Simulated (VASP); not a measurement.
Na2S, 3 atoms in the cell. Symmetry: Fm-3m, No. 225, cubic system. Conventional cell: a = 6.547 Å, b = 6.547 Å, c = 6.547 Å, α = 90.00°, β = 90.00°, γ = 90.00°. S (site symmetry m-3m) is surrounded by 8 Na at 2.83 Å. Na (site symmetry -43m) has 4 S at 2.83 Å as nearest neighbours. 

| Item | Value |
| --- | --- |
| Program | VASP 6.6.1 |
| Task | single point |
| Functional | PBE |
| Potentials or basis | VASP PAW PBE potentials, release 64 (S_GW, Na_sv_GW) |
| Cutoff | 500 eV |
| k mesh | 4 × 4 × 4 |
| Occupations | gaussian, width 0.02 eV |
| Spin | no spin polarisation |
| Further INCAR settings | ALGO = Normal; EDIFF = 1e-06 |

Potentials or basis: VASP PAW PBE potentials, release 64 (S_GW, Na_sv_GW).

The run is started by

```bash
$ cat potpaw_PBE.64/S_GW/POTCAR potpaw_PBE.64/Na_sv_GW/POTCAR > POTCAR
$ mpirun -np 1 vasp_std > vasp.out
```

Hardware: 1 thread of AMD EPYC 7R43 64-Core Processor (Zen 3), with other jobs on the host.

Estimate the wall time of this run.

It took 21 s on 1 thread of AMD EPYC 7R43 64-Core Processor (Zen 3), with other jobs on the host, peak memory 0.16 GiB. Counts: scf iterations 14, k points 8.
